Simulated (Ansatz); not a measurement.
# 3-layer 2H-MoS2 (2H stacking) in a perpendicular field, part 2 of 3

What dipole does a perpendicular field induce in the 3-layer 2H-MoS2 (2H stacking), and does the gap follow? A positive field points along +c.

Ansatz 0.2.0; plane-wave DFT, PBE-D3(BJ), Ansatz PAW.

So far. Step 2 (Relaxing the slab): The lattice constant a goes from 3.180 to 3.151 Å.

### 3. Atoms held, field 0, start network

A sawtooth potential applies the field, turning back in the middle of the vacuum. With the dipole correction the typed value is the field outside the slab. The induced dipole is small, so the SCF threshold is tight.

The cell differs from the one that the last finished run ended in (c 62.588 → 33.245 Å).

File input.yaml:

```yaml
crystal:
  lattice:
    - [3.1509787748, 0.0, 0.0]
    - [-1.5754893874, 2.7288276657, 0.0]
    - [0.0, 0.0, 33.2451376038]
  atoms:
    - { symbol: S, position: [0.3333333333, 0.6666666667, 0.2707162806] }
    - { symbol: Mo, position: [0.0, 0.0, 0.3178738739] }
    - { symbol: S, position: [0.3333333333, 0.6666666667, 0.3649801639] }
    - { symbol: S, position: [0.0, 0.0, 0.4529159665] }
    - { symbol: Mo, position: [0.3333333333, 0.6666666667, 0.5] }
    - { symbol: S, position: [0.0, 0.0, 0.5470840335] }
    - { symbol: S, position: [0.3333333333, 0.6666666667, 0.6350198361] }
    - { symbol: Mo, position: [0.0, 0.0, 0.6821261261] }
    - { symbol: S, position: [0.3333333333, 0.6666666667, 0.7292837194] }
kpoints:
  mp_grid: { grid: [18, 18, 1] }
  band_path:
    path: [[0, 0, 0], [0.5, 0, 0], [0.33333333, 0.33333333, 0], [0, 0, 0]]
    npoints: 16
hamiltonian:
  xc: pbe
  dispersion: d3bj
scf:
  occupations: { method: fermi_dirac, width: 0.02585 }
  convergence: { dr2_threshold: 1.0e-10 }
efield:
  axis: 3
  dipole_correction: true
  ramp_position: 0.97
  ramp_width: 0.06
  amplitude: 0
output:
  dos: { projected: true, e_range: [-6, 5] }
  write_potential: true
  write_density: true
  volumetric_format: npy
  elf: true
```

Command:

```sh
$ ansatz run input.yaml --threads 4 --pin off --max-ram 8192MiB --backend cpu --events-out ev --progress --plain --runs-dir out
```

Numbers of over 12 decimals in the logs are rounded to 6 here.

The program printed:

```text
[...]
Crystal: 9 atoms, lattice volume = 285.858 Å³
Basis set: ecut = 420 eV, 5547 PW (Γ)
Bands: 48, of which v1, the nominal top of the filled ones, is band 39 counted from 1 (38 counted from 0)
Symmetry: 6 space group operations
k-points: 37 of 324 (time reversal used)
[...]
SCF iter   1: F=—  HF=-20291.836772 eV  |F-HF|=—  |Δ(HF+E_count)|=         —  Δρ=4.40e-3  dr2=1.13e-1  ethr=1.77e-3  p=0.000 e·Å  D=2.14e-13 V/Å  ΔV_dip=-0.00 eV  dr2_dipole=4.83e-8  V_vac-E_F(+/−)=4.73/4.73 eV  ⟨swp⟩=10.1  Hψ=9015  notcnv=0
efield: sawtooth ramp at fractional position 0.9700 (set: `efield.ramp_position`, or a place that a band, a saddle search or an elastic batch's reference lends), width 0.0600; the density the first Hamiltonian is built on has a dipole p = 0.000 e·Å; the dipole correction subtracts the counter field D = 2.14e-13 V/Å, which shifts the + side's vacuum level by -0.00 eV against the − side's; the planar-averaged density in the ramp window peaks in size at 1.9e-5 e/Å³
[...]
SCF iter   2: F=—  HF=-20291.842663 eV  |F-HF|=—  |Δ(HF+E_count)|=   5.89e-3  Δρ=2.57e-3  dr2=2.05e-2  ethr=1.45e-4  p=-0.000 e·Å  D=-2.41e-5 V/Å  ΔV_dip=0.00 eV  dr2_dipole=4.46e-8  V_vac-E_F(+/−)=4.93/4.93 eV  ⟨swp⟩=3.2  Hψ=2902  notcnv=0  defer=94
[...]
SCF iter  12: F=-20291.848222 eV  HF=-20291.848222 eV  |F-HF|=0.00e0  |Δ(HF+E_count)|=  1.16e-10  Δρ=7.47e-8  dr2=5.85e-11  ethr=1.00e-12  p=0.000 e·Å  D=1.10e-7 V/Å  ΔV_dip=-0.00 eV  dr2_dipole=2.20e-12  V_vac-E_F(+/−)=4.82/4.82 eV  ⟨swp⟩=8.1  Hψ=6253  notcnv=0
SCF 1 converged in 12 iterations: F = -20291.848222 eV  dr2 = 5.85e-11
[...]
NSCF: frozen V_eff on 49 k-points
efield: sawtooth ramp at fractional position 0.9700 (kept from the solve that this one continues, or follows in the run), width 0.0600; the density the first Hamiltonian is built on has a dipole p = 0.000 e·Å; the dipole correction subtracts the counter field D = 1.10e-7 V/Å, which shifts the + side's vacuum level by -0.00 eV against the − side's; the planar-averaged density in the ramp window peaks in size at 5.3e-7 e/Å³
WARN: The output density's exchange-correlation potential varies sharply where the density is thin. Do not read a vacuum level from v_tot or v_xc, or from such a field of the output density. On a cell that repeats whose density bears no net charge and no dipole along the vacuum's axis use v_es (v_loc + v_h of the components); under efield.dipole_correction with no amplitude use v_es + v_field, which holds any externa [...]
SCF converged after 12 iterations
Free energy (F): -20291.848222 eV
[...]
Internal energy: -20291.848222 eV  (E = F + TS)
E sigma→0 (E₀):  -20291.848222 eV
Fermi energy:    4.254663 eV
Dipole field:    D = -0.000002 V/Å  (p = -0.000002 e·Å, saw-weighted, corrected)
Work function:   Φ+ = 4.8246 eV   Φ− = 4.8245 eV
Levels:          The Fermi level and band energies are counted from a zero that moves with the ramp; work functions are not
[...]
--- Band table (eV; the first three rows and the last of 37) ---
  k-point 0: bands = [... 35 lower, 2.1229, 2.8116, 3.4467, 3.7771, 5.9637, 5.9637, 5.9839, 5.9839, ... 5 higher]
  k-point 1: bands = [... 35 lower, 2.2849, 2.8130, 3.4086, 3.6937, 5.9122, 5.9251, 5.9305, 6.0332, ... 5 higher]
  k-point 2: bands = [... 35 lower, 2.4269, 2.7940, 3.2582, 3.4369, 5.7600, 5.7820, 5.7959, 5.8010, ... 5 higher]
  k-point 36: bands = [... 35 lower, 1.0705, 3.0695, 3.1443, 3.2117, 4.9324, 4.9427, 4.9437, 5.7383, ... 5 higher]
```

The job ended after 27 s (4 threads of Intel Xeon at 2.70GHz, shared host; peak memory 1 GiB; 1.7 min of CPU time).

This step gave:

```yaml
gap_on_the_k_mesh: 1.007 eV
dipole_along_the_normal: -2.46e-6 e·Å
gap_along_the_path: 1.007 eV
smallest_direct_gap_along_the_path: 1.721 eV
ionisation_energy_upper_face: 5.302 eV
electron_affinity_upper_face: 4.295 eV
gap_the_smaller_of_path_and_mesh: 1.007 eV
```

Running mean over a fixed 2.5 Å (it still follows the layers) of the planar mean; the ramp of the sawtooth is left out. Electron's electrostatic potential energy less the Fermi level against z:

```csv
z (Å),electron's electrostatic potential energy less the Fermi level (eV)
4,4.82
5,4.82
6,4.80
7,4.18
8,-0.382
9,-6.12
10,-12.3
11,-12.3
12,-7.31
13,-1.64
14,-1.06
15,-5.74
16,-12.3
17,-12.3
18,-7.80
19,-1.85
20,-0.938
21,-5.32
22,-12.2
23,-12.3
24,-8.25
25,-1.68
26,3.48
27,4.76
28,4.82
29,4.82
```

The density of states has structure finer than the step of the table below, so its rows give means over 0.2 eV, whole bins alone (the curve runs from -6 to 1.53 eV). Peaks (eV: height): -4.26: 17.3, -4.15: 16.2, -3.11: 15.1, -3.05: 17.3, -1.89: 18.9, 1.25: 19.9, 1.33: 13.8.

Table of density of states by energy, zero at the Fermi level of the run, which the smearing sets inside the gap; means over each step:

```csv
energy (eV),density of states (states/eV a cell)
-5.8,3.64
-5.6,2.39
-5.4,4.47
-5.2,7.12
-5.0,9.81
-4.8,9.40
-4.6,6.37
-4.4,6.83
-4.2,13.0
-4.0,7.32
-3.8,4.79
-3.6,5.00
-3.4,5.33
-3.2,7.42
-3.0,12.9
-2.8,9.11
-2.6,7.04
-2.4,7.54
-2.2,5.35
-2.0,6.57
-1.8,11.0
-1.6,7.01
-1.4,4.77
-1.2,2.10
-1.0,0.772
-0.8,0.506
-0.6,0.247
-0.4,0.0109
-0.2,0
0.0,0
0.2,0
0.4,0
0.6,1.36
0.8,4.86
1.0,7.43
1.2,13.3
1.4,11.3
```

Projected DOS per atom over height of the atomic layer and energy from the Fermi level. Layers: S Mo S S Mo S S Mo S from below.

Ten even steps from '0' (0.00 states/eV) to '9' (2.81 states/eV), each cell a mean:
```
392292293
171161171
010020010
000000000
000000000
000000000
000000000
000000000
030030030
261262162
232131232
313313313
323323323
434444434
121121121
121121121
344343443
322232223
333333333
323323323
111111111
211111112
```
Columns: height of the atomic layer (Å) from 9 to 24.2 (not evenly spaced); rows upwards: energy from the Fermi level (eV) from -5.96 to 1.51.

The electronic bands at the labelled points (eV, zero at the Fermi level of the run, which the smearing sets inside the gap):

```csv
point,band 36,band 37,band 38,band 39,band 40,band 41,band 42,band 43
Γ,-2.13,-1.44,-0.81,-0.48,1.71,1.71,1.73,1.73
halfway,-2.19,-1.91,-1.83,-1.82,0.87,1.11,1.21,1.31
M,-1.94,-1.82,-1.76,-1.72,1.23,1.26,1.27,1.65
halfway,-2.84,-1.49,-1.40,-1.34,1.09,1.14,1.18,1.92
K,-3.18,-1.19,-1.11,-1.04,0.68,0.69,0.69,1.48
halfway,-2.09,-1.92,-1.90,-1.90,0.53,0.81,1.11,1.35
Γ,-2.13,-1.44,-0.81,-0.48,1.71,1.71,1.73,1.73
```

ELF in the ca plane at fractional y = 0.667, with atoms of S and Mo within 0.2 Å of it. It is the smooth field of the valence electrons, not physical close to the nuclei.

Ten even steps from '0' (0.00) to '9' (0.94), each cell a mean:
```
00000000000000000012331233123320015787742235
00000000000000000012221243122210026888753236
00000000000000012567774222367774103677522223
00000000000000147898887412688898400244236752
00000000000001368996147523762399710012266575
00000000000001368996147523761289710012376575
00000000000000257998787412687799400233247763
00000000000000013678875222368875103566523323
```
Columns run along c (16.0 Å, from fractional 0.05 to 0.53 of the cell), rows up along a (3.2 Å). Atoms in or near the plane, at fractional coordinates: S at (0.27, 0.33), S at (0.36, 0.33), Mo at (0.50, 0.33).

Electrostatic potential energy in the ca plane at fractional y = 0.667, with atoms of S and Mo within 0.2 Å of it. With pseudopotentials it is smooth inside the atoms' cores, unlike the true potential.

Ten even steps from '0' (-40 eV) to '9' (9 eV), each cell a mean:
```
99999999999999999999988655789999999877888888
99999999999999999999988645789999999877888888
99999999999999999998788767887889999988876678
99999999999999999973237888852258999998740016
99999999999999999841214888621227999998600003
99999999999999999841214888612217999998600002
99999999999999999972136888742148999998730015
99999999999999999997778777887789999988875567
```
Columns run along c (16.0 Å, from fractional 0.05 to 0.53 of the cell; values clipped at the 3rd and 97th percentile), rows up along a (3.2 Å). Atoms in or near the plane, at fractional coordinates: S at (0.27, 0.33), S at (0.36, 0.33), Mo at (0.50, 0.33).

Valence density in the ca plane at fractional y = 0.667, with atoms of S and Mo within 0.2 Å of it. It is the smooth field of the valence electrons, not physical close to the nuclei.

Values in e/Å³, 5 rows by 16 columns, each cell a mean:
```
0.0 0.0 0.0 0.0 0.0 0.0 0.1 0.2 0.5 0.5 0.2 0.1 0.2 0.5 0.3 0.3
0.0 0.0 0.0 0.0 0.0 0.0 0.1 0.5 0.5 0.5 0.5 0.1 0.1 0.4 0.5 0.6
0.0 0.0 0.0 0.0 0.0 0.0 0.5 0.9 0.5 0.5 0.9 0.5 0.1 0.2 2.9 3.0
0.0 0.0 0.0 0.0 0.0 0.0 0.6 0.8 0.6 0.6 0.8 0.6 0.1 0.2 3.7 3.9
0.0 0.0 0.0 0.0 0.0 0.0 0.2 0.7 0.5 0.5 0.7 0.2 0.1 0.3 1.0 1.1
```
Columns run along c (16.0 Å, from fractional 0.05 to 0.53 of the cell), rows up along a (3.2 Å). Atoms in or near the plane, at fractional coordinates: S at (0.27, 0.33), S at (0.36, 0.33), Mo at (0.50, 0.33).

The gap is 1.01 eV, with the valence edge 5.30 eV and the conduction edge 4.30 eV under the upper vacuum level.

### 4. Single point, field 0.05 V/Å

input.yaml, as its differences from that of step 3:

```diff
@@ -31,5 +31,4 @@
   ramp_width: 0.06
-  amplitude: 0
+  amplitude: 0.05
 output:
-  dos: { projected: true, e_range: [-6, 5] }
   write_potential: true
@@ -37,2 +36 @@
   volumetric_format: npy
-  elf: true
```

The program printed:

```text
[...]
Crystal: 9 atoms, lattice volume = 285.858 Å³
Basis set: ecut = 420 eV, 5547 PW (Γ)
Bands: 48, of which v1, the nominal top of the filled ones, is band 39 counted from 1 (38 counted from 0)
Symmetry: 6 space group operations
k-points: 37 of 324 (time reversal used)
[...]
k-point 0: bands = [... 35 lower, 2.1228, 2.8112, 3.4460, 3.7789, 5.9430, 5.9430, 5.9717, 5.9717, ... 5 higher]
  k-point 1: bands = [... 35 lower, 2.2852, 2.8130, 3.4077, 3.6958, 5.8828, 5.9149, 5.9693, 6.0104, ... 5 higher]
  k-point 2: bands = [... 35 lower, 2.4267, 2.7945, 3.2564, 3.4403, 5.7359, 5.7617, 5.7949, 5.8413, ... 5 higher]
  k-point 36: bands = [... 35 lower, 1.0812, 3.0594, 3.1404, 3.2255, 4.9003, 4.9324, 4.9860, 5.7361, ... 5 higher]
[key lines of the parts left out:]
SCF converged after 16 iterations
Free energy (F): -20291.849144 eV
Fermi energy:    4.254066 eV
Dipole field:    D = 0.023335 V/Å  (p = 0.036864 e·Å, saw-weighted, corrected)
```

Run time: 26 s. Hardware: 4 threads; peak memory 0.95 GiB; 1.7 min of CPU time.

The dipole is 0.0369 e·Å, and the gap 1.002 eV.

### 5. Atoms held, field -0.05 V/Å

input.yaml, as its differences from that of step 4:

```diff
@@ -31,3 +31,3 @@
   ramp_width: 0.06
-  amplitude: 0.05
+  amplitude: -0.05
 output:
```

The program printed:

```text
[...]
Crystal: 9 atoms, lattice volume = 285.858 Å³
Basis set: ecut = 420 eV, 5547 PW (Γ)
Bands: 48, of which v1, the nominal top of the filled ones, is band 39 counted from 1 (38 counted from 0)
Symmetry: 6 space group operations
k-points: 37 of 324 (time reversal used)
[...]
k-point 0: bands = [... 35 lower, 2.1228, 2.8112, 3.4460, 3.7789, 5.9430, 5.9430, 5.9717, 5.9717, ... 5 higher]
  k-point 1: bands = [... 35 lower, 2.2852, 2.8130, 3.4077, 3.6958, 5.8828, 5.9149, 5.9693, 6.0104, ... 5 higher]
  k-point 2: bands = [... 35 lower, 2.4267, 2.7945, 3.2564, 3.4403, 5.7359, 5.7617, 5.7949, 5.8413, ... 5 higher]
  k-point 36: bands = [... 35 lower, 1.0812, 3.0594, 3.1404, 3.2255, 4.9003, 4.9324, 4.9860, 5.7361, ... 5 higher]
[key lines of the parts left out:]
SCF converged after 16 iterations
Free energy (F): -20291.849144 eV
Fermi energy:    4.254066 eV
Dipole field:    D = -0.023336 V/Å  (p = -0.036864 e·Å, saw-weighted, corrected)
```

Wall time 30 s (4 threads); peak memory 0.95 GiB; 1.9 min of CPU time.

The dipole is -0.0369 e·Å, and the gap 1.002 eV.

### 6. Single point, field 0.1 V/Å

input.yaml, as its differences from that of step 5:

```diff
@@ -29,5 +29,5 @@
   dipole_correction: true
-  ramp_position: 0.97
-  ramp_width: 0.06
-  amplitude: -0.05
+  ramp_position: 0.9624
+  ramp_width: 0.0752
+  amplitude: 0.1
 output:
```

The program printed:

```text
[...]
Crystal: 9 atoms, lattice volume = 285.858 Å³
Basis set: ecut = 420 eV, 5547 PW (Γ)
Bands: 48, of which v1, the nominal top of the filled ones, is band 39 counted from 1 (38 counted from 0)
Symmetry: 6 space group operations
k-points: 37 of 324 (time reversal used)
[...]
k-point 0: bands = [... 35 lower, 2.1226, 2.8102, 3.4441, 3.7844, 5.9027, 5.9027, 5.9694, 5.9694, ... 5 higher]
  k-point 1: bands = [... 35 lower, 2.2861, 2.8129, 3.4051, 3.7021, 5.8399, 5.9138, 5.9768, 6.0070, ... 5 higher]
  k-point 2: bands = [... 35 lower, 2.4259, 2.7958, 3.2514, 3.4498, 5.6940, 5.7307, 5.8086, 5.8841, ... 5 higher]
  k-point 36: bands = [... 35 lower, 1.1070, 3.0333, 3.1356, 3.2558, 4.8572, 4.9321, 5.0287, 5.7295, ... 5 higher]
[key lines of the parts left out:]
SCF converged after 16 iterations
Free energy (F): -20291.851909 eV
Fermi energy:    4.252289 eV
Dipole field:    D = 0.046675 V/Å  (p = 0.073735 e·Å, saw-weighted, corrected)
```

Wall time 27 s (4 threads); peak memory 0.94 GiB; 1.7 min of CPU time.

The dipole is 0.0737 e·Å, and the gap 0.988 eV.

### 7. Atoms held, field -0.1 V/Å

input.yaml, as its differences from that of step 6:

```diff
@@ -31,3 +31,3 @@
   ramp_width: 0.0752
-  amplitude: 0.1
+  amplitude: -0.1
 output:
```

The program printed:

```text
[...]
Crystal: 9 atoms, lattice volume = 285.858 Å³
Basis set: ecut = 420 eV, 5547 PW (Γ)
Bands: 48, of which v1, the nominal top of the filled ones, is band 39 counted from 1 (38 counted from 0)
Symmetry: 6 space group operations
k-points: 37 of 324 (time reversal used)
[...]
k-point 0: bands = [... 35 lower, 2.1226, 2.8102, 3.4441, 3.7844, 5.9027, 5.9027, 5.9694, 5.9694, ... 5 higher]
  k-point 1: bands = [... 35 lower, 2.2861, 2.8129, 3.4051, 3.7021, 5.8399, 5.9138, 5.9768, 6.0070, ... 5 higher]
  k-point 2: bands = [... 35 lower, 2.4259, 2.7958, 3.2514, 3.4498, 5.6940, 5.7307, 5.8086, 5.8841, ... 5 higher]
  k-point 36: bands = [... 35 lower, 1.1070, 3.0333, 3.1356, 3.2558, 4.8572, 4.9321, 5.0287, 5.7295, ... 5 higher]
[key lines of the parts left out:]
SCF converged after 16 iterations
Free energy (F): -20291.851909 eV
Fermi energy:    4.252289 eV
Dipole field:    D = -0.046675 V/Å  (p = -0.073735 e·Å, saw-weighted, corrected)
```

Run time: 25 s. Hardware: 4 threads; peak memory 0.94 GiB.

The dipole is -0.0737 e·Å, and the gap 0.988 eV.

### 8. Single point, field 0.2 V/Å

input.yaml, as its differences from that of step 7:

```diff
@@ -31,3 +31,3 @@
   ramp_width: 0.0752
-  amplitude: -0.1
+  amplitude: 0.2
 output:
```

The program printed:

```text
[...]
Crystal: 9 atoms, lattice volume = 285.858 Å³
Basis set: ecut = 420 eV, 5547 PW (Γ)
Bands: 48, of which v1, the nominal top of the filled ones, is band 39 counted from 1 (38 counted from 0)
Symmetry: 6 space group operations
k-points: 37 of 324 (time reversal used)
[...]
k-point 0: bands = [... 35 lower, 2.1215, 2.8065, 3.4370, 3.8055, 5.8178, 5.8178, 5.9625, 5.9625, ... 5 higher]
  k-point 1: bands = [... 35 lower, 2.2899, 2.8129, 3.3959, 3.7258, 5.7527, 5.8983, 5.9040, 5.9383, ... 5 higher]
  k-point 2: bands = [... 35 lower, 2.4229, 2.8012, 3.2359, 3.4833, 5.6022, 5.6649, 5.8232, 5.8253, ... 5 higher]
  k-point 36: bands = [... 35 lower, 1.1756, 2.9603, 3.1310, 3.3309, 4.7709, 4.9313, 5.1135, 5.7041, ... 5 higher]
[key lines of the parts left out:]
SCF converged after 15 iterations
Free energy (F): -20291.862970 eV
Fermi energy:    4.245492 eV
Dipole field:    D = 0.093362 V/Å  (p = 0.147489 e·Å, saw-weighted, corrected)
```

Wall time 25 s (4 threads); peak memory 0.94 GiB.

The dipole is 0.147 e·Å, and the gap 0.932 eV.

### 9. Atoms held, field -0.2 V/Å

input.yaml, as its differences from that of step 8:

```diff
@@ -31,3 +31,3 @@
   ramp_width: 0.0752
-  amplitude: 0.2
+  amplitude: -0.2
 output:
```

The program printed:

```text
[...]
Crystal: 9 atoms, lattice volume = 285.858 Å³
Basis set: ecut = 420 eV, 5547 PW (Γ)
Bands: 48, of which v1, the nominal top of the filled ones, is band 39 counted from 1 (38 counted from 0)
Symmetry: 6 space group operations
k-points: 37 of 324 (time reversal used)
[...]
k-point 0: bands = [... 35 lower, 2.1215, 2.8065, 3.4370, 3.8055, 5.8178, 5.8178, 5.9625, 5.9625, ... 5 higher]
  k-point 1: bands = [... 35 lower, 2.2899, 2.8129, 3.3959, 3.7258, 5.7527, 5.8983, 5.9040, 5.9383, ... 5 higher]
  k-point 2: bands = [... 35 lower, 2.4229, 2.8012, 3.2359, 3.4833, 5.6022, 5.6649, 5.8232, 5.8253, ... 5 higher]
  k-point 36: bands = [... 35 lower, 1.1756, 2.9603, 3.1310, 3.3309, 4.7709, 4.9313, 5.1135, 5.7041, ... 5 higher]
[key lines of the parts left out:]
SCF converged after 15 iterations
Free energy (F): -20291.862970 eV
Fermi energy:    4.245492 eV
Dipole field:    D = -0.093363 V/Å  (p = -0.147490 e·Å, saw-weighted, corrected)
```

It took 27 s on 4 threads; peak memory 0.94 GiB; 1.7 min of CPU time.

The dipole is -0.147 e·Å, and the gap 0.932 eV.

### 10. Atoms held, field 0.3 V/Å

input.yaml, as its differences from that of step 9:

```diff
@@ -29,5 +29,5 @@
   dipole_correction: true
-  ramp_position: 0.9624
-  ramp_width: 0.0752
-  amplitude: -0.2
+  ramp_position: 0.9602
+  ramp_width: 0.0795
+  amplitude: 0.3
 output:
```

The program printed:

```text
[...]
Crystal: 9 atoms, lattice volume = 285.858 Å³
Basis set: ecut = 420 eV, 5547 PW (Γ)
Bands: 48, of which v1, the nominal top of the filled ones, is band 39 counted from 1 (38 counted from 0)
Symmetry: 6 space group operations
k-points: 37 of 324 (time reversal used)
[...]
k-point 0: bands = [... 35 lower, 2.1196, 2.8011, 3.4280, 3.8380, 5.7318, 5.7318, 5.9327, 5.9327, ... 5 higher]
  k-point 1: bands = [... 35 lower, 2.2971, 2.8140, 3.3845, 3.7615, 5.6650, 5.8145, 5.8383, 5.8923, ... 5 higher]
  k-point 2: bands = [... 35 lower, 2.4182, 2.8110, 3.2198, 3.5295, 5.5085, 5.5930, 5.7454, 5.8318, ... 5 higher]
  k-point 36: bands = [... 35 lower, 1.2516, 2.8789, 3.1288, 3.4112, 4.6845, 4.9302, 5.1977, 5.6647, ... 5 higher]
[key lines of the parts left out:]
SCF converged after 15 iterations
Free energy (F): -20291.881408 eV
Fermi energy:    4.235050 eV
Dipole field:    D = 0.140076 V/Å  (p = 0.221285 e·Å, saw-weighted, corrected)
```

It took 27 s on 4 threads; peak memory 0.94 GiB.

The dipole is 0.221 e·Å, and the gap 0.846 eV.

(Part 2 of 3 ends here.)

[Logs are printed without paths, hosts, clocks, repeated set-up lines and the standing remarks that a program may print on its own settings, such as how far it seeks lower states.]

[Hosts, paths, dates, database ids (printed as entryN), source tags and the programs' standing remarks are cut or masked in the printed files.]

[Maps of the electrostatic potential energy from Ansatz leave out the sawtooth potential of an applied field or a dipole correction, so their vacuum need not be flat; planar profiles and work functions include it.]

[The density of states shown here was stored with 400 of the rows of the run's finer table, so its peaks can read low, often by over a quarter, or be missed, and its means over a window can be off by a tenth or more.]
